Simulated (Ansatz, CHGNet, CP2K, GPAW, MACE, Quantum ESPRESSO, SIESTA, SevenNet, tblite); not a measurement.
## GPAW on AlP(100) slab, H on both faces (90 atoms): settings against a plane-wave reference

Wanted: GPAW inputs and outputs for AlP(100) slab, H on both faces (90 atoms), checked against a plane-wave reference.

Method: the method is named at each step, in GPAW 26.7.0.

## Step 1: The structure

The cell holds 90 atoms: 27 Al, 27 P and 36 H. Cell: a = 11.589 Å, b = 11.589 Å, c = 18.561 Å, α = 90.0°, β = 90.0°, γ = 90.0°. It derives from AlP (zinc-blende). Zinc-blende AlP (a = 5.463 Å), (100) slab of 6 atomic planes, 3 x 3 surface cells, H on the broken bonds of both faces, 10 Å of vacuum; displaced by a Gaussian of 0.02 Å. Then every atom was moved at random, 0.02 Å r.m.s. a Cartesian component (hydrogen 0.6 of that). Regions: slab, 54 atoms (27 Al and 27 P); hydrogen, 36 atoms (36 H). Vacuum lies along c.

The yardstick, on the same geometry:

- method: Kohn-Sham DFT, PBE, PAW, plane waves (Ansatz 0.2.0); cutoff 420 eV, Γ point, fermi-dirac smearing of 0.05 eV; PAW set soft_2
- r.m.s. force component: 0.5113 eV/Å
- longest force: 2.23 eV/Å
- SCF cycles: 18
- time: 13 s on 8 threads of Arm Neoverse V2, shared host
- CPU time: 93 s

## Step 2: PBE, LCAO dzp, h 0.2 Å

Method: Kohn-Sham DFT, PBE, PAW, atomic orbitals (dzp).

Contents of run.py:

```python
import numpy as np
from ase.io import read
from gpaw import GPAW, FermiDirac

atoms = read("structure.xyz")
atoms.calc = GPAW(
    mode="lcao",
    basis="dzp",
    h=0.2,
    xc="PBE",
    kpts={"size": (1, 1, 1), "gamma": True},
    occupations=FermiDirac(0.05),
    maxiter=200,
    symmetry={"point_group": False},
    txt="gpaw.txt",
)
energy = atoms.get_potential_energy(force_consistent=True)
forces = atoms.get_forces()
print(f"energy {energy:.6f} eV")
print("forces (eV/A)")
for i, (a, f) in enumerate(zip(atoms, forces)):
    print(f"{i:4d} {a.symbol:2s} {f[0]:10.5f} {f[1]:10.5f} {f[2]:10.5f}")
print(f"Fermi level {atoms.calc.get_fermi_level():.4f} eV")
for k in range(len(atoms.calc.get_ibz_k_points())):
    for s in range(atoms.calc.get_number_of_spins()):
        e = atoms.calc.get_eigenvalues(kpt=k, spin=s)
        n = np.searchsorted(e, atoms.calc.get_fermi_level())
        print(f"k {k} spin {s} levels about the Fermi level:", np.round(e[max(n - 6, 0):n], 4).tolist(), "|", np.round(e[n:n + 6], 4).tolist())
```

Contents of structure.xyz:

```xyz
90
Lattice="11.58877 0.00000 0.00000 0.00000 11.58877 0.00000 0.00000 0.00000 18.56080" Properties=species:S:1:pos:R:3 pbc="T T T"
Al 3.08111 1.96464 7.17152
P 3.07717 3.82429 5.85742
Al 1.17939 3.88328 9.88957
P 1.21427 1.94506 8.53203
Al 3.08690 1.95700 12.62190
P 3.05410 3.85083 11.28385
Al 3.12120 5.81976 7.21700
P 3.08794 7.72600 5.81937
Al 1.14787 7.71592 9.91351
P 1.15772 5.85117 8.56340
Al 3.08342 5.84561 12.69614
P 3.14345 7.77120 11.30872
Al 3.06917 9.70641 7.17208
P 3.05758 11.58657 5.80285
Al 1.18101 11.53071 9.87546
P 1.18171 9.67685 8.57862
Al 3.09930 9.61926 12.63916
P 3.07473 11.54299 11.23949
Al 6.96972 1.92003 7.21662
P 6.97412 3.91457 5.81547
Al 5.00391 3.89267 9.92297
P 5.01481 1.95514 8.55374
Al 6.97737 1.94332 12.69503
P 6.92510 3.88212 11.28237
Al 6.94909 5.80041 7.15575
P 6.96879 7.69228 5.84944
Al 5.03011 7.75520 9.91833
P 5.02686 5.78419 8.59309
Al 6.97818 5.80783 12.65568
P 6.88628 7.75254 11.28237
Al 6.96288 9.61045 7.17264
P 6.94457 0.00139 5.76721
Al 5.02292 0.04589 9.86562
P 4.96903 9.61648 8.55115
Al 6.98305 9.69401 12.63248
P 6.95825 0.00012 11.26344
Al 10.77999 1.93706 7.21069
P 10.81626 3.85048 5.80693
Al 8.90307 3.84828 9.96270
P 8.91084 1.94008 8.54632
Al 10.85288 1.98678 12.64751
P 10.78694 3.84782 11.28589
Al 10.81035 5.78488 7.17579
P 10.81765 7.64697 5.77074
Al 8.88928 7.71592 9.92316
P 8.85741 5.77828 8.56395
Al 10.82739 5.76321 12.65048
P 10.79413 7.74280 11.29202
Al 10.83388 9.64533 7.22052
P 10.83318 0.03059 5.81027
Al 8.85394 11.54995 9.91704
P 8.90887 9.63201 8.57101
Al 10.79934 9.65773 12.68297
P 10.85126 11.56246 11.29350
H 4.22005 3.85790 4.96817
H 1.90264 3.86636 4.98246
[... 30 atom lines left out ...]
H 0.37779 0.00093 5.02534
H 9.65750 11.58309 4.99601
H 0.51095 9.68450 13.56813
H 9.50175 9.64800 13.51913
```

Launch:

```console
> OMP_NUM_THREADS=1 python run.py > output.txt
```

The program printed:

```text
energy -361.026968 eV
forces (eV/A)
   0 Al    0.32634   -0.69240    0.55798
   1 P    -0.10246    1.00725   -0.03075
   2 Al   -0.39828   -0.05345    0.55008
   3 P    -0.80298   -0.20424   -0.59119
   4 Al   -0.08093   -0.71804    0.11756
   5 P     0.27311    0.78884   -0.45438
   6 Al   -0.17119   -0.33681    0.30308
   7 P     0.15932    0.21756    0.99349
   8 Al    0.21815    0.51673    1.08948
   9 P     0.02366   -0.54629   -1.19473
  10 Al    0.07740   -0.27255   -0.71324
  11 P    -0.67968   -0.87750   -1.10962
  12 Al    0.01921   -0.52516    0.43619
  13 P     1.36005    0.38224    1.08956
  14 Al   -0.28332    1.00059    0.97705
  15 P    -0.21139   -0.81461   -1.39530
  16 Al   -0.94758    0.70490   -0.10351
  17 P     0.37290    0.45930   -0.23258
  18 Al   -0.12181    0.22273   -0.00487
  19 P    -0.63211   -0.84379    0.84233
  20 Al   -0.12044   -0.37894    0.71584
  21 P     0.08481    0.19675   -1.08412
  22 Al   -0.43736   -0.05054   -0.94032
  23 P     0.19902   -0.20596   -0.45561
[...]
82 H     0.36146    0.00335   -0.89403
  83 H    -0.61992    0.02066   -1.06955
  84 H    -0.36760   -0.05426    0.13921
  85 H     0.04396    0.01014    0.36375
  86 H     0.64833    0.02596   -1.09057
  87 H     0.12873   -0.01168   -0.53170
  88 H     0.08544   -0.03286    0.41116
  89 H    -0.21208   -0.01380    0.60234
Fermi level 1.5078 eV
k 0 spin 0 levels about the Fermi level: [-0.33, -0.291, 1.0168, 1.4823, 1.4833, 1.4942] | [1.6461, 1.6583, 1.6686, 1.7048, 1.7171, 1.7748]
```

gpaw.txt:

```text
Input parameters:
  mode=LCAO(),
  basis={'default': 'dzp'},
  h=0.2,
  kpts=MonkhorstPack(size=(1, 1, 1), gamma=True),
  maxiter=200,
  occupations=Occupations(name='fermi-dirac', width=0.05, fixmagmom=False),
  symmetry=Symmetry(point_group=False),
  xc=XC(name='PBE')
Unit cell  # Å
| periodic |         x |         y |         z |   lengths |    angles |
|----------|-----------|-----------|-----------|-----------|-----------|
|      yes | 11.588770 |  0.000000 |  0.000000 | 11.588770 | 90.000000 |
|      yes |  0.000000 | 11.588770 |  0.000000 | 11.588770 | 90.000000 |
|      yes |  0.000000 |  0.000000 | 18.560800 | 18.560800 | 90.000000 |
Number of symmetries: 1
Symmetry operations  # r_c * U_cc + t_c -> r_c
|   | kind |            matrix            |
|---|------|------------------------------|
| 0 |  E   |  1, 0, 0,  0, 1, 0,  0, 0, 1 |
BZ-sampling:
  Number of BZ points: 1
  Number of IBZ points: 1
  Monkhorst-Pack size: [1, 1, 1]
  Monkhorst-Pack shift: [0, 0, 0]
[... lines left out ...]
  Fermi-Dirac:
[... lines left out ...]
xc functional:
  name: PBE with 2 nearest neighbor stencil
interpolation: tri-quintic # 5. degree polynomial
Initialization done in: 8.361 s
convergence criteria:
- Maximum [total energy] change in last 3 cyles: 0.0005 eV / valence electron
- Maximum integral of absolute [dens]ity change: 0.0001 electrons / valence electron
- Maximum integral of absolute [eigenst]ate change: 4e-08 eV^2 / valence electron
maximum number of iterations: 200
SCF iterations
|iter     |      energy | eigst |  dens |
|---------|-------------|-------|-------|
|iter:   1| -378.604149 |      c|       |
|iter:   2| -372.751757 |      c| -0.74 |
|iter:   3| -364.721388 |      c| -0.77 |
|iter:   4| -374.921056 |      c| -1.17 |
[...]
|iter:  10| -361.093636 |      c| -1.80 |
|iter:  11| -361.007177c|      c| -2.11 |
|iter:  12| -360.949974 |      c| -2.28 |
|iter:  13| -360.889736c|      c| -2.45 |
|iter:  14| -360.884631c|      c| -2.93 |
|iter:  15| -360.885870c|      c| -3.27 |
|iter:  16| -360.882665c|      c| -3.39 |
|iter:  17| -360.884204c|      c| -3.65 |
|iter:  18| -360.885907c|      c| -4.02c|
Converged in 18 steps
SCF loop duration: 151.203 s (8.400 s/step)
Energy contributions relative to reference atoms: (reference = -429920.742777)
Energy contributions:
  Kinetic:         574.098025
  Coulomb:        -515.662212
  Zero:             -0.728973
  External:          0.000000
  Xc:             -418.451688
  Entropy:          -0.282121
  Spinorbit:         0.000000
  ----------------------------
  Free energy:    -361.026968
  Extrapolated:   -360.885907
dipole moment: (60.390150, 28.346316, -4.880732)  # |e|*Ang
Fermi level: 1.508
Eigenvalues  # (at kpt = [0.000, 0.000, 0.000])
| band index |      eig [eV] | occ [0-2] |
|------------|---------------|-----------|
|          0 |       -13.482 |     2.000 |
|        ... |               |           |
|        119 |        -0.499 |     2.000 |
|        120 |        -0.473 |     2.000 |
[...]
|        134 |         1.859 |     0.002 |
|        ... |               |           |
|        155 |         3.149 |     0.000 |
Gap: 0.152 eV
Transition (v -> c):
  (s=0, k=0, n=126, [0.00, 0.00, 0.00]) -> (s=0, k=0, n=127, [0.00, 0.00, 0.00])
No difference between direct/indirect transitions
Force computation time: 18.056  # s
timing:  # [seconds]
  Total:  177.646  # ━━━━━━━━━━━━━━━━━━━━━━━━━━━━━━━━━━━━━━━━━━━━━━━━━━━━━━━━
  Init:     8.361  # ━━╸
  SCF:    151.203  # ━━━━━━━━━━━━━━━━━━━━━━━━━━━━━━━━━━━━━━━━━━━━━━━╸
  Forces:  18.056  # ━━━━━╸
```

The job ended after 3 min (1 thread of Arm Neoverse V2, shared host; peak memory 1.5 GiB).

Banners, paths, timers and routine set-up lines are dropped from the logs unmarked, and long logs keep their key lines alone; longer cuts are marked.

Compared with the plane-wave run:

| Quantity | Value |
| --- | --- |
| r.m.s. force component | 0.5642 eV/Å |
| r.m.s. difference of force components | 112.2 meV/Å |
| longest difference of force vectors | 424.9 meV/Å |
| force difference over r.m.s. force | 21.93 % |
| slope of forces against the reference's | 1.085 |
| correlation of force components | 0.983 |

Length of the force difference by element (eV/Å):

```tsv
element	atoms	mean	most
Al	27	0.048	0.086
H	36	0.19	0.41
P	27	0.15	0.42
```

The surroundings of P32, which bears the longest force, nearest first, numbered as they follow in the input and with coordinates relative to it.

```tsv
atom	x	y	z	distance (Å)	bonds	Fx	Fy	Fz (eV/Å)
P32	0.00	0.00	0.00	0.00	4	0.79	-0.13	2.52
H75	-1.13	-0.01	-0.78	1.37	1	-0.99	0.02	-1.30
H76	1.18	0.01	-0.77	1.41	1	0.23	-0.01	-0.80
Al19	0.03	1.92	1.45	2.40	4	-0.12	0.22	0.00
Al31	0.02	-1.98	1.41	2.43	4	-0.23	0.57	0.74
H64	-2.68	-0.03	-0.79	2.79	1	-0.58	-0.01	-0.14
H88	2.71	-0.01	-0.77	2.82	1	0.13	-0.01	-0.53
P14	-3.89	0.00	0.04	3.89	4	1.36	0.38	1.09
P50	3.89	0.03	0.04	3.89	4	-0.89	-0.37	1.85
```

Atoms are counted from 1 here, from 0 in the log.

Forces lie 22 % from the reference's, at 1.9 times its CPU time (on 1 against 8 cores).

## Step 3: PBE, LCAO dzp, h 0.2 Å, other mixer settings

Method: Kohn-Sham DFT, PBE, PAW, atomic orbitals (dzp).

Edit run.py of step 2 so:

```diff
@@ -2,3 +2,4 @@
 from ase.io import read
-from gpaw import GPAW, FermiDirac
+from gpaw import GPAW, FermiDirac, Mixer
+from ase.parallel import parprint as print
 
@@ -12,2 +13,3 @@
     occupations=FermiDirac(0.05),
+    mixer=Mixer(0.03, 7, 100),
     maxiter=200,
```

structure.xyz is that of step 2.

Launch:

```console
> OMP_NUM_THREADS=1 mpirun -np 2 gpaw python run.py > output.txt
```

The program printed:

```text
energy -361.026916 eV
forces (eV/A)
   0 Al    0.32548   -0.69321    0.55915
   1 P    -0.09808    1.00673   -0.02049
   2 Al   -0.39805   -0.05149    0.55056
   3 P    -0.80317   -0.20437   -0.59392
   4 Al   -0.08154   -0.71769    0.11371
   5 P     0.27265    0.79030   -0.45628
   6 Al   -0.17182   -0.33614    0.30507
   7 P     0.15888    0.21906    0.99903
   8 Al    0.21857    0.51555    1.09044
   9 P     0.02482   -0.54678   -1.19567
  10 Al    0.07642   -0.27165   -0.70131
  11 P    -0.68019   -0.87898   -1.11095
[...]
85 H     0.03550    0.01036    0.36681
  86 H     0.64761    0.02600   -1.09051
  87 H     0.12783   -0.01169   -0.53200
  88 H     0.08924   -0.03317    0.41218
  89 H    -0.21585   -0.01404    0.60333
Fermi level 1.5090 eV
k 0 spin 0 levels about the Fermi level: [-0.3289, -0.2898, 1.016, 1.483, 1.4858, 1.4963] | [1.6454, 1.6571, 1.6677, 1.7037, 1.7162, 1.7739]
```

gpaw.txt:

```text
Input parameters:
  mode=LCAO(),
  basis={'default': 'dzp'},
  h=0.2,
  kpts=MonkhorstPack(size=(1, 1, 1), gamma=True),
  maxiter=200,
  mixer=Pulay(name='pulay', nmaxold=7, beta=0.03, weight=100, sigma=0.015, g_ss=None),
  occupations=Occupations(name='fermi-dirac', width=0.05, fixmagmom=False),
[... lines left out ...]
  Fermi-Dirac:
[... lines left out ...]
convergence criteria:
- Maximum [total energy] change in last 3 cyles: 0.0005 eV / valence electron
[... lines left out ...]
Converged in 49 steps
[... lines left out ...]
  Free energy:    -361.026916
[... lines left out ...]
dipole moment: (60.390759, 28.343819, -4.884976)  # |e|*Ang
Fermi level: 1.509
Eigenvalues  # (at kpt = [0.000, 0.000, 0.000])
| band index |      eig [eV] | occ [0-2] |
|------------|---------------|-----------|
|          0 |       -13.483 |     2.000 |
|        ... |               |           |
|        119 |        -0.497 |     2.000 |
|        120 |        -0.472 |     2.000 |
[...]
|        134 |         1.858 |     0.002 |
|        ... |               |           |
|        155 |         3.148 |     0.000 |
Gap: 0.149 eV
Transition (v -> c):
  (s=0, k=0, n=126, [0.00, 0.00, 0.00]) -> (s=0, k=0, n=127, [0.00, 0.00, 0.00])
No difference between direct/indirect transitions
Force computation time: 9.569  # s
```

Elapsed: 4.1 min, on 2 MPI ranks; peak memory 1.6 GiB; 8.2 min of CPU time.

Compared with the plane-wave run:

```
r.m.s. force component                          : 0.565 eV/Å
r.m.s. difference of force components           : 113.2 meV/Å
longest difference of force vectors             : 435.8 meV/Å
force difference over r.m.s. force              : 22.14 %
slope of forces against the reference's         : 1.086
correlation of force components                 : 0.9828
energy less the same-level run's                : 0.0006 meV/atom
r.m.s. force difference from the same-level run : 3.025 meV/Å
```

Against the first run (22 %), the force difference from the reference is 22 %, at 2.7 times the CPU time (on 2 against 1 cores) (49 SCF steps against 18): another solver or mixer reaches the same state.

## Step 4: PBE, grid h 0.2 Å

Method: Kohn-Sham DFT, PBE, PAW, finite differences on a real-space grid.

Edit run.py of step 3 so:

```diff
@@ -2,3 +2,3 @@
 from ase.io import read
-from gpaw import GPAW, FermiDirac, Mixer
+from gpaw import GPAW, FermiDirac
 from ase.parallel import parprint as print
@@ -7,4 +7,3 @@
 atoms.calc = GPAW(
-    mode="lcao",
-    basis="dzp",
+    mode="fd",
     h=0.2,
@@ -13,5 +12,5 @@
     occupations=FermiDirac(0.05),
-    mixer=Mixer(0.03, 7, 100),
     maxiter=200,
     symmetry={"point_group": False},
+    nbands=154,
     txt="gpaw.txt",
```

structure.xyz is that of step 3.

Launch:

```console
> OMP_NUM_THREADS=1 mpirun -np 4 gpaw python run.py > output.txt
```

The program printed:

```text
energy -369.506597 eV
forces (eV/A)
   0 Al    0.30473   -0.66688    0.54696
   1 P    -0.10685    0.98855   -0.28764
   2 Al   -0.37290   -0.05265    0.51113
   3 P    -0.77479   -0.19730   -0.55858
   4 Al   -0.08023   -0.69365    0.03601
   5 P     0.26031    0.75429   -0.42558
   6 Al   -0.16475   -0.33499    0.29587
   7 P     0.14760    0.20959    0.66678
   8 Al    0.20745    0.49745    1.03054
   9 P     0.01890   -0.52301   -1.12794
  10 Al    0.07739   -0.26258   -0.78014
  11 P    -0.65242   -0.84908   -1.04935
  12 Al    0.02754   -0.51513    0.43481
  13 P     1.25928    0.35941    0.75244
  14 Al   -0.26817    0.97414    0.93415
  15 P    -0.20432   -0.77434   -1.32837
  16 Al   -0.95549    0.68181   -0.19873
  17 P     0.35774    0.44590   -0.21883
  18 Al   -0.11243    0.22114    0.00416
  19 P    -0.59478   -0.84965    0.53157
  20 Al   -0.10926   -0.36159    0.67001
  21 P     0.08854    0.18108   -1.02516
  22 Al   -0.44576   -0.05013   -1.04298
  23 P     0.19203   -0.19481   -0.41963
[...]
82 H     0.09283    0.00772   -0.67141
  83 H    -0.35633   -0.01703   -0.85315
  84 H    -0.33179   -0.06713    0.13420
  85 H     0.03050    0.02056    0.36428
  86 H     0.36862    0.03271   -0.86423
  87 H     0.34124   -0.00678   -0.32314
  88 H     0.10611   -0.04908    0.41311
  89 H    -0.24874   -0.02747    0.60197
Fermi level 1.3858 eV
k 0 spin 0 levels about the Fermi level: [-0.425, -0.3875, 0.9279, 1.362, 1.3648, 1.3757] | [1.509, 1.527, 1.5407, 1.5778, 1.5966, 1.6245]
```

gpaw.txt:

```text
Input parameters:
  mode=FD(),
  h=0.2,
  kpts=MonkhorstPack(size=(1, 1, 1), gamma=True),
  maxiter=200,
  nbands=154,
  occupations=Occupations(name='fermi-dirac', width=0.05, fixmagmom=False),
  symmetry=Symmetry(point_group=False),
  xc=XC(name='PBE')
Diagonalizing LCAO Hamiltonian
Converting LCAO to fd mode
        .---------------------------.
       /|                           |
[... lines left out ...]
  Converge bands: occupied
[... lines left out ...]
  Fermi-Dirac:
[... lines left out ...]
convergence criteria:
- Maximum [total energy] change in last 3 cyles: 0.0005 eV / valence electron
[... lines left out ...]
Converged in 41 steps
[... lines left out ...]
  Kinetic:         581.661350
  Coulomb:        -527.128322
  Zero:             -0.847524
  External:          0.000000
  Xc:             -422.894768
  Entropy:          -0.297333
  Spinorbit:         0.000000
  ----------------------------
  Free energy:    -369.506597
  Extrapolated:   -369.357931
dipole moment: (60.021614, 28.267193, -4.423960)  # |e|*Ang
Fermi level: 1.386
Eigenvalues  # (at kpt = [0.000, 0.000, 0.000])
| band index |      eig [eV] | occ [0-2] |
|------------|---------------|-----------|
|          0 |       -13.402 |     2.000 |
|        ... |               |           |
|        119 |        -0.598 |     2.000 |
|        120 |        -0.572 |     2.000 |
[...]
|        134 |         1.691 |     0.004 |
|        ... |               |           |
|        153 |         2.949 |     0.000 |
Gap: 0.133 eV
Transition (v -> c):
  (s=0, k=0, n=126, [0.00, 0.00, 0.00]) -> (s=0, k=0, n=127, [0.00, 0.00, 0.00])
No difference between direct/indirect transitions
Force computation time: 1.069  # s
```

Elapsed: 2.9 min, on 4 MPI ranks; peak memory 2.9 GiB.

Compared with the plane-wave run:

```yaml
r_m_s_force_component: 0.5177 eV/Å
r_m_s_difference_of_force_components: 14.06 meV/Å
longest_difference_of_force_vectors: 49.19 meV/Å
force_difference_over_r_m_s_force: 2.749 %
slope_of_forces_against_the_reference_s: 1.012
correlation_of_force_components: 0.9997
```

Against the first run (22 %), the force difference from the reference is 2.7 %, at 3.8 times the CPU time (on 4 against 1 cores) (41 SCF steps against 18).

The difference per atom is largest on H (0.033 eV/Å on average, against 0.012 on Al).

(Part 1 of 2 ends here.)

[Also dropped from logs without a mark: logging warnings of Python, and SIESTA's first energy breakdown and zero terms.]

[Logs are printed without paths, hosts, clocks, repeated set-up lines and the standing remarks that a program may print on its own settings, such as how far it seeks lower states.]

[Hosts, paths, dates, database ids (printed as entryN), source tags and the programs' standing remarks are cut or masked in the printed files.]
